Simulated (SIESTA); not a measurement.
La2O3:

```
CELL_PARAMETERS angstrom
3.93078 0.00000 0.00000
-1.96539 3.40415 0.00000
0.00000 0.00000 6.11195
ATOMIC_POSITIONS crystal
La 0.33333 0.66667 0.24624
La 0.66667 0.33333 0.75376
O 0.00000 0.00000 0.00000
O 0.33333 0.66667 0.64589
O 0.66667 0.33333 0.35411
```

The cell is a database's computed one.

Base run:

```yaml
Program: SIESTA 5.4.2
Functional: BLYP
Potentials_or_basis: PseudoDojo 0.4 standard (PBE files)
Basis: DZP (energy shift 0.003 Ry; two zetas on semicore shells)
Grid_cutoff: 800 Ry
Energy_shift: 0.003 Ry
k_mesh: 8 × 8 × 5
Occupations: fermi-dirac, width 0.05 eV
Spin: no spin polarisation
```

Its results: band gap on the k mesh 3.91 eV, indirect (least direct gap 4.11 eV); pressure 14.1 GPa; largest force 0.506 eV/Å.

Task: The run is repeated on the same cell with these changes: functional from BLYP to vdW-DF-cx. What comes out?

Result: Band gap on the k mesh 3.75 eV, indirect (least direct gap 3.95 eV); pressure 4.8 GPa; largest force 0.382 eV/Å.

Caveats: the potentials were made for another functional, which shifts forces and pressure; spin-orbit coupling is left out, which moves the levels of the heavy elements; the mesh misses the band edges, which the band path finds closer together; the basis of atomic orbitals isn't converged, which shifts pressures, moduli and gaps.

Not every run made on this cell is shown here.
